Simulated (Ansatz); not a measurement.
The system is I.

```
CELL_PARAMETERS angstrom
0.00000 2.36560 3.90984
2.19225 0.00000 3.90984
2.19225 2.36560 0.00000
ATOMIC_POSITIONS crystal
I 0.00000 0.00000 0.00000
```

| Property | Result |
| --- | --- |
| Program | Ansatz 0.2.0 |
| Task | relaxation of cell and atoms |
| Functional | LDA |
| Potentials or basis | Ansatz PAW |
| Cutoff | 420 eV (not typed: the program's choice for these potentials) |
| k mesh | 9 × 9 × 9 |
| Occupations | fermi-dirac, width 0.05 eV |
| Spin | no spin polarisation |

At the start: volume 40.55 Å³/atom.

Q: Where does the relaxation end?

A: It ends after 9 steps and the volume is 35.14 Å³/atom (-13.4 %); space group Fmmm (No. 69, to 0.05 Å).

Step by step:
```csv
step,energy change (eV),largest force (eV/Å),volume (Å³)
1,0.0000,0.0000,40.55
2,-0.0257,0.0000,37.73
3,-0.0315,0.0000,36.36
4,-0.0345,0.0000,35.85
5,-0.0358,0.0000,35.07
6,-0.0359,0.0000,35.16
7,-0.0360,0.0000,35.16
8,-0.0360,0.0000,35.14
9,-0.0350,0.0000,35.14
```

Final structure:
```xyz
1
Lattice="0.0000 2.2597 3.5447 2.1933 0.0000 3.5447 2.1933 2.2597 0.0000" Properties=species:S:1:pos:R:3 pbc="T T T"
I     0.0000    0.0000    0.0000
```

Caveat: the plane-wave basis is chosen anew once the cell has moved, so the energies of steps on either side of that aren't comparable; the PAW data sets come from PBE, with cores solved anew for the run's functional, which leaves a small shift of forces and pressure.
